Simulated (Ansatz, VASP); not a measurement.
## Two plane-wave programs on CaO

```
Ca O
1.0
     0.00000    2.37553    2.44900
     2.52247    0.00000    2.44900
     2.52247    2.37553    0.00000
Ca O
1 1
Direct
  0.00000 0.00000 0.00000
  0.50000 0.50000 0.50000
```

Change from the starting cell: strain +0.0300 x Voigt [1, -1, 0, 0, 0, 0], atoms carried along.

Alike in both runs: task single point; functional PBE; k mesh 8 × 8 × 8; occupations gaussian, width 0.05 eV; no spin polarisation.

```csv
,VASP,Ansatz
version,VASP 6.6.1,Ansatz 0.2.0
potentials or method,"VASP PAW PBE potentials, release 64 (Ca_sv, O)","scalar-relativistic, plane waves, PAW"
plane-wave cutoff (eV),520,420
valence electrons in the cell,16,16
```

```csv
,VASP,Ansatz,Ansatz less VASP
gap on the k mesh at the Fermi level (eV),3.50,3.52,+0.020
least direct gap on the mesh (eV),4.00,4.02,+0.018
pressure (GPa),-2.9,-3.4,-0.46
largest component of the traceless stress (GPa),3.83,3.64,-0.187
```

A k mesh can miss the band edges.
